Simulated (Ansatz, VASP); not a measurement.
## InAs in VASP and in Ansatz

File INCAR:

```
  PREC = Accurate
  ENCUT = 520
  EDIFF = 1E-6
  ISMEAR = -1
  SIGMA = 0.08
  LREAL = F
  LASPH = T
  NELM = 80
  ALGO = Normal
  ISIF = 2
  LWAVE = F
  LCHARG = F
  GGA = PE
  NBANDS = 16
```

Contents of KPOINTS:

```
regular mesh
0
Gamma
  11 11 11
```

POSCAR

```
InAs
1.0
    0.0000000000      2.6658104142      2.6658104142
    2.6658104142      0.0000000000      2.6658104142
    2.6658104142      2.6658104142      0.0000000000
In As
1 1
Direct
    0.0000000000      0.0000000000      0.0000000000
    0.2500000000      0.2500000000      0.2500000000
```

Input for Ansatz:

```yaml
crystal:
  lattice:
    - [0.0, 2.6658104142, 2.6658104142]
    - [2.6658104142, 0.0, 2.6658104142]
    - [2.6658104142, 2.6658104142, 0.0]
  atoms:
    - { symbol: In, position: [0.0, 0.0, 0.0] }
    - { symbol: As, position: [0.25, 0.25, 0.25] }
kpoints:
  mp_grid: { grid: [11, 11, 11] }
scf:
  occupations: { method: fermi_dirac, width: 0.08 }
hamiltonian:
  xc: pbe
  pseudopotentials: { kind: all_electron, lapw: { basis_error: 0.001 } }
output:
  forces: true
  stress: true
  eigenvalues: true
  populations: true
```

Change from the starting cell: volume scaled by 0.64, LAPW.

Alike in both runs: task single point; functional PBE; k mesh 11 × 11 × 11; occupations fermi-dirac, width 0.08 eV; no spin polarisation.

|  | VASP | Ansatz |
| --- | --- | --- |
| version | VASP 6.6.1 | Ansatz 0.2.0 |
| potentials or method | VASP PAW PBE potentials, release 64 (In_d, As) | all-electron LAPW, scalar-relativistic |
| plane-wave cutoff (eV) | 520 | see its input |

VASP gave:

| Property | Result |
| --- | --- |
| pressure (GPa) | 61.5 |

Q: Which values does Ansatz return?

A: Pressure (GPa): 61.2.

Ansatz ran all-electron here, so the differences hold the error of VASP's frozen core and of both bases.

Caveats: the cell as given lies far from equilibrium; so large a pressure means that the cell lies far from this level's equilibrium, or that cutoff or potentials fall short (VASP); spin-orbit coupling is left out, which moves the levels of the heavy elements; an odd mesh through Γ misses points on the zone boundary, where band edges often lie.
